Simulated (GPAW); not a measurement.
**Optical response of AlN**

Aim: the dielectric function of AlN, and the optical constants that follow from it.

Method: DFT, PBE, plane-wave PAW (GPAW data sets), scalar-relativistic, RPA, optical limit, in GPAW 26.7.0.

## (1) Set-up

The structure is cubic, space group F-43m (No. 216). Conventional cell: a = 4.368 Å, b = 4.368 Å, c = 4.368 Å, α = 90.00°, β = 90.00°, γ = 90.00°. Nearest to Al lie 4 N at 1.89 Å. Nearest to N lie 4 Al at 1.89 Å. Farther neighbours and most contacts between anions are not listed.

Coordinates:

```xyz
2
Lattice="0.0000 2.1840 2.1840 2.1840 0.0000 2.1840 2.1840 2.1840 0.0000" Properties=species:S:1:pos:R:3 pbc="T T T"
Al    0.0000    0.0000    0.0000
N     1.0920    1.0920    1.0920
```

## (2) Dielectric function, RPA

Local fields let the induced charge screen the field inside the cell, which as a rule lowers ε, most along directions where the density is uneven.

df.py

```python
from gpaw.response.df import DielectricFunction

df = DielectricFunction('full.gpw', frequencies={'type': 'nonlinear', 'domega0': 0.03, 'omega2': 8},
                        ecut=50,
                        eta=0.15,
                        nbands=17,
                        txt='df.txt')
for direction in ['x', 'z']:
    df.get_dielectric_function(xc='RPA', direction=direction, filename=f'df_{direction}.csv')
```

On the command line:

```sh
$ OMP_NUM_THREADS=1 python df.py
```

Numbers of over 12 decimals in the logs are rounded to 6 here.

What it wrote:

```text
Using integrator: PointIntegrator
NonLinearFrequencyDescriptor(from 0.000 to 50.622 eV, 467 points)
Nonperiodic BCs:  [False False False]
Using integrator: PointIntegrator
NonLinearFrequencyDescriptor(from 0.000 to 50.622 eV, 467 points)
Nonperiodic BCs:  [False False False]

Calculating chi0 body with:
    Ground state adapter containing:
    Number of spins: 1
    Number of kpoints: 2744
    Number of irreducible kpoints: 104
    Number of completely occupied states: 4
    Number of partially occupied states: 4

    Linear response parametrization:
    q_c: [0.0, 0.0, 0.0]
    Number of frequency points: 467
    Planewave cutoff: 50.0
    Number of bands: 17
    Number of planewaves: 15
    Broadening (eta): 0.15

Integrating chi0 body.

Symmetries of q_c:
    Direct symmetries (Uq -> q): 24
    Indirect symmetries (TUq -> q): 24
In total 48 allowed symmetries.

104 groups of equivalent kpoints. 96.209913% reduction.

Integral kind: spectral function

Calculating chi0 optical extensions with:
    Ground state adapter containing:
    Number of spins: 1
    Number of kpoints: 2744
    Number of irreducible kpoints: 104
    Number of completely occupied states: 4
    Number of partially occupied states: 4

    Linear response parametrization:
    Number of frequency points: 467
    Planewave cutoff: 50.0
    Number of bands: 17
    Number of planewaves: 15
    Broadening (eta): 0.15
Integrating chi0 head and wings.

Symmetries of q_c:
    Direct symmetries (Uq -> q): 24
    Indirect symmetries (TUq -> q): 24
In total 48 allowed symmetries.

104 groups of equivalent kpoints. 96.209913% reduction.

Integral kind: spectral function wings
```

Run time: 3.5 s. Hardware: 1 thread of Arm Neoverse V1, shared host; peak memory 0.2 GiB.

This step gave:

* electronic dielectric constant ε∞, mean over x, y and z (by symmetry where fewer were run): 4.420
* main peak of Im epsilon, first axis: 7.289 eV

Some rows of df_x.csv (energy; Re and Im without local fields; Re and Im with them):

```text
0.000000, 4.719359, 0.000000, 4.420310, 0.000000
0.429336, 4.729919, 0.007423, 4.430044, 0.006844
0.878195, 4.764113, 0.015581, 4.461576, 0.014373
1.347938, 4.827304, 0.025082, 4.519897, 0.023164
1.840057, 4.928088, 0.036930, 4.613057, 0.034172
2.356191, 5.080953, 0.053027, 4.754718, 0.049227
2.898142, 5.312719, 0.077714, 4.970433, 0.072565
3.467895, 5.683084, 0.125217, 5.318095, 0.118421
4.067647, 6.337186, 0.357086, 5.939585, 0.355213
4.699832, 6.970503, 1.023926, 6.478130, 1.035568
5.367152, 7.632759, 2.865332, 7.033766, 2.761443
6.072622, 7.191549, 3.878045, 6.615785, 3.636992
6.819608, 6.259754, 5.885841, 5.681576, 5.356769
7.611886, 3.621334, 7.019314, 3.167653, 6.501521
8.453705, 0.196715, 4.807242, -0.142134, 4.340526
9.349861, 2.372583, 4.163458, 2.247871, 3.382776
10.305790, 1.799700, 3.892594, 1.197513, 3.484929
11.327680, 0.572061, 6.035256, 0.837946, 4.478787
12.422601, -0.426113, 5.543414, 0.810490, 4.140176
13.598673, -2.103147, 3.188468, -1.097016, 3.521901
```

Values under the direct gap are tails of Lorentzian lines. Im ε, E ∥ x or z against photon energy; read off at these points:

| photon energy (eV) | Im ε, E ∥ x or z |
| --- | --- |
| 0.000 | 0 |
| 0.250 | 0.00396 |
| 0.500 | 0.00799 |
| 0.750 | 0.0122 |
| 1.000 | 0.0165 |
| 1.250 | 0.0212 |
| 1.500 | 0.0263 |
| 1.750 | 0.0320 |
| 2.000 | 0.0384 |
| 2.250 | 0.0457 |
| 2.500 | 0.0544 |
| 2.750 | 0.0650 |
| 3.000 | 0.0785 |
| 3.250 | 0.0964 |
| 3.500 | 0.123 |
| 3.750 | 0.169 |
| 4.000 | 0.295 |
| 4.250 | 0.436 |
| 4.500 | 0.938 |
| 4.750 | 1.05 |
| 5.000 | 1.47 |
| 5.250 | 2.28 |
| 5.500 | 2.67 |
| 5.750 | 3.29 |
| 6.000 | 3.81 |
| 6.250 | 4.49 |
| 6.500 | 5.12 |
| 6.750 | 5.40 |
| 7.000 | 6.08 |
| 7.250 | 7.34 |
| 7.500 | 6.53 |
| 7.750 | 6.71 |
| 8.000 | 7.19 |
| 8.250 | 5.60 |
| 8.500 | 4.10 |
| 8.750 | 2.83 |
| 9.000 | 2.66 |
| 9.250 | 3.33 |
| 9.500 | 3.54 |
| 9.750 | 4.37 |
| 9.957 | 4.49 |
| 10.000 | 4.46 |
| 10.250 | 3.69 |
| 10.500 | 3.56 |
| 10.750 | 3.64 |
| 11.000 | 4.53 |
| 11.250 | 4.47 |
| 11.500 | 3.83 |
| 11.750 | 3.86 |
| 12.000 | 3.84 |
| 12.250 | 4.14 |
| 12.500 | 4.29 |
| 12.668 | 4.58 |
| 12.750 | 4.45 |
| 13.000 | 4.36 |
| 13.250 | 4.50 |
| 13.500 | 3.67 |
| 13.750 | 3.24 |

Table of Re ε, E ∥ x or z by photon energy:

photon energy (eV), Re ε, E ∥ x or z and a bar from the least value:
```
      0.0       4.42 ####################
      0.5       4.43 ####################
      1.0       4.47 #####################
      1.5       4.54 #####################
      2.0       4.65 #####################
      2.5       4.80 ######################
      3.0       5.02 #######################
      3.5       5.34 ########################
      4.0       5.87 ##########################
      4.5       6.47 ############################
      5.0       7.01 ##############################
      5.5       6.75 #############################
      6.0       6.53 ############################
      6.5       6.42 ############################
      7.0       5.76 #########################
      7.5       3.11 ###############
      8.0       1.72 ##########
      8.5      -0.06 ####
      9.0       1.85 ###########
      9.5       2.48 #############
     10.0       1.54 ##########
     10.5       1.66 ##########
     11.0       1.68 ##########
     11.5       0.59 ######
     12.0       0.89 #######
     12.5       0.85 #######
     13.0      -0.08 ####
     13.5      -1.06
```

Values under the direct gap are tails of Lorentzian lines. Table of loss function −Im 1/ε at q → 0, E ∥ x or z by energy loss; read off at these points:

| energy loss (eV) | loss function −Im 1/ε at q → 0, E ∥ x or z |
| --- | --- |
| 0.000 | 0 |
| 0.250 | 2.0e-4 |
| 0.500 | 4.1e-4 |
| 0.750 | 6.1e-4 |
| 1.000 | 8.3e-4 |
| 1.250 | 0.00105 |
| 1.500 | 0.00127 |
| 1.750 | 0.00152 |
| 2.000 | 0.00177 |
| 2.250 | 0.00205 |
| 2.500 | 0.00236 |
| 2.750 | 0.00271 |
| 3.000 | 0.00311 |
| 3.250 | 0.00361 |
| 3.500 | 0.00429 |
| 3.750 | 0.00542 |
| 4.000 | 0.00853 |
| 4.250 | 0.0114 |
| 4.500 | 0.0219 |
| 4.750 | 0.0239 |
| 5.000 | 0.0287 |
| 5.250 | 0.0385 |
| 5.500 | 0.0506 |
| 5.750 | 0.0523 |
| 6.000 | 0.0667 |
| 6.250 | 0.0661 |
| 6.500 | 0.0759 |
| 6.750 | 0.0887 |
| 7.000 | 0.0866 |
| 7.250 | 0.0980 |
| 7.500 | 0.125 |
| 7.750 | 0.128 |
| 8.000 | 0.131 |
| 8.250 | 0.179 |
| 8.500 | 0.244 |
| 8.750 | 0.341 |
| 9.000 | 0.254 |
| 9.250 | 0.204 |
| 9.500 | 0.189 |
| 9.750 | 0.178 |
| 10.000 | 0.201 |
| 10.250 | 0.250 |
| 10.306 | 0.257 |
| 10.500 | 0.231 |
| 10.750 | 0.215 |
| 11.000 | 0.194 |
| 11.250 | 0.211 |
| 11.500 | 0.255 |
| 11.556 | 0.262 |
| 11.750 | 0.243 |
| 12.000 | 0.247 |
| 12.250 | 0.230 |
| 12.500 | 0.224 |
| 12.750 | 0.225 |
| 13.000 | 0.229 |
| 13.250 | 0.215 |
| 13.500 | 0.252 |
| 13.750 | 0.279 |

Refractive index n and extinction k against photon energy:

| photon energy (eV) | n | k |
| --- | --- | --- |
| 0.0 | 2.10 | 0 |
| 0.5 | 2.11 | 0.00190 |
| 1.0 | 2.12 | 0.00391 |
| 1.5 | 2.13 | 0.00617 |
| 2.0 | 2.16 | 0.00889 |
| 2.5 | 2.19 | 0.0124 |
| 3.0 | 2.24 | 0.0175 |
| 3.5 | 2.31 | 0.0265 |
| 4.0 | 2.42 | 0.0608 |
| 4.5 | 2.55 | 0.184 |
| 5.0 | 2.66 | 0.277 |
| 5.5 | 2.65 | 0.504 |
| 6.0 | 2.65 | 0.719 |
| 6.5 | 2.70 | 0.946 |
| 7.0 | 2.66 | 1.14 |
| 7.5 | 2.27 | 1.44 |
| 8.0 | 2.13 | 1.68 |
| 8.5 | 1.42 | 1.44 |
| 9.0 | 1.59 | 0.833 |
| 9.5 | 1.84 | 0.959 |
| 10.0 | 1.77 | 1.26 |
| 10.5 | 1.67 | 1.07 |
| 11.0 | 1.80 | 1.26 |
| 11.5 | 1.49 | 1.28 |
| 12.0 | 1.55 | 1.24 |
| 12.5 | 1.62 | 1.33 |
| 13.0 | 1.46 | 1.49 |
| 13.5 | 1.17 | 1.56 |

The reflectivity at normal incidence, E ∥ x or z has structure finer than the step of the table below, so its rows give means over 0.5 eV, whole bins alone (the curve runs from 0 to 14.0 eV). Peaks (eV: height): 8.15: 34.4, 10.03: 23.7, 11.40: 25.9, 13.34: 35.3.

Table of reflectivity at normal incidence, E ∥ x or z by photon energy; means over each step:

| photon energy (eV) | reflectivity at normal incidence, E ∥ x or z (%) |
| --- | --- |
| 0.5 | 12.7 |
| 1.0 | 12.8 |
| 1.5 | 13.1 |
| 2.0 | 13.4 |
| 2.5 | 14.0 |
| 3.0 | 14.7 |
| 3.5 | 15.7 |
| 4.0 | 17.3 |
| 4.5 | 19.1 |
| 5.0 | 21.0 |
| 5.5 | 22.6 |
| 6.0 | 24.0 |
| 6.5 | 25.9 |
| 7.0 | 27.7 |
| 7.5 | 29.6 |
| 8.0 | 32.1 |
| 8.5 | 27.9 |
| 9.0 | 15.5 |
| 9.5 | 18.7 |
| 10.0 | 23.0 |
| 10.5 | 19.4 |
| 11.0 | 22.7 |
| 11.5 | 23.9 |
| 12.0 | 22.9 |
| 12.5 | 25.7 |
| 13.0 | 29.9 |
| 13.5 | 34.6 |

At chosen wavelengths:

| wavelength (nm) | n | k | R (%) | 1/α |
| --- | --- | --- | --- | --- |
| 1550 | 2.11 | 0.003 | 12.7 | 40 µm |
| 1064 | 2.12 | 0.005 | 12.9 | 18 µm |
| 800 | 2.13 | 0.006 | 13.1 | 9.9 µm |
| 532 | 2.18 | 0.011 | 13.8 | 3.8 µm |
| 365 | 2.29 | 0.024 | 15.4 | 1.2 µm |
| 308 | 2.43 | 0.065 | 17.4 | 376 nm |
| 248 | 2.66 | 0.276 | 21.1 | 71 nm |

Below the direct gap, k and the depth come from the tails of the Lorentzian lines, not from transitions.

Rows near the edge hang on the gap, which this functional as a rule makes too small, and phonon-assisted absorption is left out.

## (3) Summary of results

```yaml
electronic_dielectric_constant_eps_infinity_mean_over_x_y_and_z_by_symmetry_where_fewer_were_run_rpa: 4.42
main_peak_of_im_epsilon_first_axis: 7.29 eV
```

At this level (PBE, RPA) AlN has ε∞ = 4.42 and n = 2.11 at 1550 nm, and Im ε peaks at 7.3 eV. Local fields change the static value along x from 4.72 to 4.42 (-6 %). Distinct maxima of Im ε, read by a parabola through the highest points, lie at 7.29 eV (7.4), 8.02 eV (7.2), 11.03 eV (4.6) and 12.64 eV (4.6). Excitons and phonon-assisted transitions are missing; PBE gaps are as a rule too small, which pulls the onset down and ε∞ up. The sum runs over mesh points, so small or evenly spaced maxima can still be ripples of the mesh.

[Machine, clock and banner lines and Python warnings are left out of the logs.]

[Logs are printed without paths, hosts, clocks, repeated set-up lines and the standing remarks that a program may print on its own settings, such as how far it seeks lower states.]

[Hosts, paths, dates, database ids (printed as entryN), source tags and the programs' standing remarks are cut or masked in the printed files.]
